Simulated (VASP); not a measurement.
**VASP 6.6.1 run: LiF**

INCAR

```
LCHARG = .FALSE.
GGA = PE
EDIFF = 1E-7
ENCUT = 520
IBRION = -1
ISMEAR = 1
NBANDS = 12
LWAVE = .FALSE.
NSW = 0
NELM = 87
SIGMA = 0.01
LASPH = .TRUE.
PREC = Medium
ISIF = 2
LREAL = .FALSE.
```

KPOINTS

```
KPOINTS created by Atomic Simulation Environment
0
Gamma
10 10 10
0 0 0
```

POSCAR

```
Li F
 1.0000000000000000
     0.0739833607000000    1.9890602287000001    1.9890602287000001
     1.9890602287000001    0.0739833607000000    1.9890602287000001
     1.9890602287000001    1.9890602287000001    0.0739833607000000
 Li  F
   1   1
Cartesian
  0.0000000000000000  0.0000000000000000  0.0000000000000000
  2.0260519090500000  2.0260519090500000  2.0260519090499995
```

The recommended PBE PAW datasets give the neutral cell 10 valence electrons.

Command

```
mpirun -np 1 vasp_std
```

OSZICAR

```
N       E                     dE             d eps       ncg     rms          rms(c)
DAV:   1     0.320964554708E+02    0.32096E+02   -0.55782E+03  2904   0.853E+02
DAV:   2    -0.909151973144E+01   -0.41188E+02   -0.40223E+02  3428   0.190E+02
DAV:   3    -0.100733647487E+02   -0.98185E+00   -0.97971E+00  3572   0.260E+01
DAV:   4    -0.100817089892E+02   -0.83442E-02   -0.83425E-02  3196   0.259E+00
DAV:   5    -0.100817824560E+02   -0.73467E-04   -0.74677E-04  3604   0.190E-01    0.456E+00
DAV:   6    -0.955599328167E+01    0.52579E+00   -0.23651E+00  3212   0.982E+00    0.132E+00
DAV:   7    -0.956001556560E+01   -0.40223E-02   -0.22898E-02  3624   0.132E+00    0.846E-01
DAV:   8    -0.956629991923E+01   -0.62844E-02   -0.13662E-02  3456   0.122E+00    0.107E-01
DAV:   9    -0.956629602337E+01    0.38959E-05   -0.90753E-04  3216   0.274E-01    0.411E-02
DAV:  10    -0.956636963305E+01   -0.73610E-04   -0.11026E-04  3264   0.847E-02    0.152E-02
DAV:  11    -0.956636850547E+01    0.11276E-05   -0.57737E-06  3548   0.225E-02    0.319E-03
DAV:  12    -0.956636860593E+01   -0.10046E-06   -0.44786E-07  3292   0.588E-03    0.869E-04
DAV:  13    -0.956636859866E+01    0.72666E-08   -0.78997E-08  2608   0.255E-03
   1 F= -.95663686E+01 E0= -.95663686E+01  d E =0.337821E-20
```

From OUTCAR

```
k-points           NKPTS =    116   k-points in BZ     NKDIM =    116   number of bands    NBANDS=     12

   NELECT =      10.0000    total number of electrons

   dimension x,y,z NGX =    16 NGY =   16 NGZ =   16
   dimension x,y,z NGXF=    24 NGYF=   24 NGZF=   24

  energy-cutoff  :      520.00
  volume of cell :       14.86
      direct lattice vectors                 reciprocal lattice vectors
     0.073983361  1.989060229  1.989060229    -0.265853039  0.256319212  0.256319212
     1.989060229  0.073983361  1.989060229     0.256319212 -0.265853039  0.256319212
     1.989060229  1.989060229  0.073983361     0.256319212  0.256319212 -0.265853039

 k-points in reciprocal lattice and weights: KPOINTS created by Atomic Simulation Env
   0.00000000  0.00000000  0.00000000       0.001
   0.10000000 -0.00000000 -0.00000000       0.006
   0.20000000 -0.00000000 -0.00000000       0.006
   0.30000000  0.00000000 -0.00000000       0.006
   0.40000000 -0.00000000 -0.00000000       0.006
   0.50000000  0.00000000  0.00000000       0.003
   0.10000000  0.10000000 -0.00000000       0.006
   0.20000000  0.10000000 -0.00000000       0.012
   ...

 E-fermi :  -0.2091

 k-point     1 :       0.0000    0.0000    0.0000
  band No.  band energies     occupation
      1     -41.1552      2.00000
      2     -20.6497      2.00000
      3      -0.6373      2.00000
      4      -0.2719      2.00000
      5      -0.2719      2.00000
      6       9.5696      0.00000
      7      23.6233      0.00000
      8      24.2022      0.00000
      9      25.0910      0.00000
     10      25.0910      0.00000
     11      25.5609      0.00000
     12      25.5609      0.00000

 k-point     2 :       0.1000   -0.0000   -0.0000
  band No.  band energies     occupation
      1     -41.1465      2.00000
      2     -20.6013      2.00000
      3      -0.7212      2.00000
      4      -0.5361      2.00000
      5      -0.3066      2.00000
      6       9.8542      0.00000
      7      21.9292      0.00000
      8      22.9249      0.00000
      9      23.6645      0.00000
     10      25.0787      0.00000
     11      26.3193      0.00000
     12      26.7112      0.00000

 k-point     3 :       0.2000   -0.0000   -0.0000
  band No.  band energies     occupation
      1     -41.1234      2.00000
      2     -20.4699      2.00000
      3      -1.4257      2.00000
      4      -0.6729      2.00000
      5      -0.3954      2.00000
      6      10.4533      0.00000
      7      19.4301      0.00000
      8      21.3042      0.00000
      9      21.9635      0.00000
     10      26.3523      0.00000
     11      27.3641      0.00000
     12      28.2191      0.00000

 k-point     4 :       0.3000    0.0000   -0.0000
  band No.  band energies     occupation
      1     -41.0950      2.00000
      2     -20.2992      2.00000
      3      -2.3008      2.00000
      4      -0.7397      2.00000
      5      -0.5014      2.00000
      6      10.8454      0.00000
      7      18.0341      0.00000
      8      19.9311      0.00000
      9      20.5691      0.00000
     10      28.1040      0.00000
     11      28.9111      0.00000
     12      30.1194      0.00000

 ...

  Total        0.9722517      0.9722517      0.9722517     -0.2642754     -0.2642754     -0.2642754
  in kB      104.8181018    104.8181018    104.8181018    -28.4914329    -28.4914329    -28.4914329
  external PRESSURE =     104.8181018 kB  Pullay stress =       0.0000000 kB

 POSITION                                       TOTAL-FORCE (eV/Angst)
 -----------------------------------------------------------------------------------
      0.00000      0.00000      0.00000        -0.000000      0.000000     -0.000000
      2.02605      2.02605      2.02605         0.000000     -0.000000      0.000000
 -----------------------------------------------------------------------------------
    total drift:                                0.000000      0.000000      0.000000

  FREE ENERGIE OF THE ION-ELECTRON SYSTEM (eV)
  ---------------------------------------------------
  free  energy   TOTEN  =        -9.5663685987 eV

  energy  without entropy=       -9.5663685987  energy(sigma->0) =       -9.56636860
```

It converged. Results: gap between bands v and c on the k mesh 9.84 eV; least direct gap on the k mesh 9.84 eV; pressure 10.5 GPa. Band v is the last that the valence electrons fill when counted band by band, and c is the next.

For comparison, a separate PBE run of the intended cell, on usual settings and not on those above, gives a gap of 9.84 eV on its mesh and a pressure of 10.5 GPa.

The run above took about 5.4 s on one core of a shared host (Intel Xeon Platinum 8488C) and held 0.12 GiB at most.
